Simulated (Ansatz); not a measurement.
Crystal: KMgF3.

```
K Mg F
1.0
     3.98590    0.00000    0.00000
     0.00000    3.98590    0.00000
     0.00000    0.00000    3.98590
K Mg F
1 1 3
Direct
  0.50000 0.50000 0.50000
  0.00000 0.00000 0.00000
  0.00000 0.00000 0.50000
  0.00000 0.50000 0.00000
  0.50000 0.00000 0.00000
```

```yaml
Program: Ansatz 0.2.0
Task: single point
Functional: PBEsol
Potentials_or_basis: Ansatz PAW
Cutoff: "420 eV (not typed: the program's choice for these potentials)"
k_mesh: 7 × 7 × 7
Occupations: fermi-dirac, width 0.05 eV
Spin: no spin polarisation
```

On this cell: pressure 0.3 GPa; largest force zero by symmetry; band gap on the k mesh 7.18 eV, indirect (least direct gap 7.47 eV).

The same run follows on a disturbed copy (atoms moved at random, drawn with an rms of 0.05 Å):

```
K Mg F
1.0
     3.98590    0.00000    0.00000
     0.00000    3.98590    0.00000
     0.00000    0.00000    3.98590
K Mg F
1 1 3
Cartesian
  1.9593 2.0783 1.9283
  -0.0074 0.0248 0.0008
  0.0062 0.0033 2.0532
  -0.0096 1.9490 0.0388
  2.0197 0.0325 -0.0110
```

What changes?

The energy moves by +12.4 meV/atom; pressure 0.9 GPa; largest force 0.761 eV/Å; band gap on the k mesh 7.17 eV, indirect (least direct gap 7.46 eV).

Forces on the atoms (eV/Å):
```
K    0.075 -0.160  0.169
Mg   0.196 -0.390  0.330
F    0.027 -0.071 -0.629
F    0.063  0.758  0.010
F   -0.361 -0.137  0.121
```

Stress tensor (GPa, compression positive):
```
 0.73 -0.03  0.02
-0.03  1.02  0.04
 0.02  0.04  0.89
```

Caveats: odd divisions of the mesh miss points on the zone boundary, where band edges often lie, so the gap on the mesh can be too wide; the PAW data sets come from PBE, with cores solved anew for the run's functional, which leaves a small shift of forces and pressure.

A k mesh can miss the band edges.
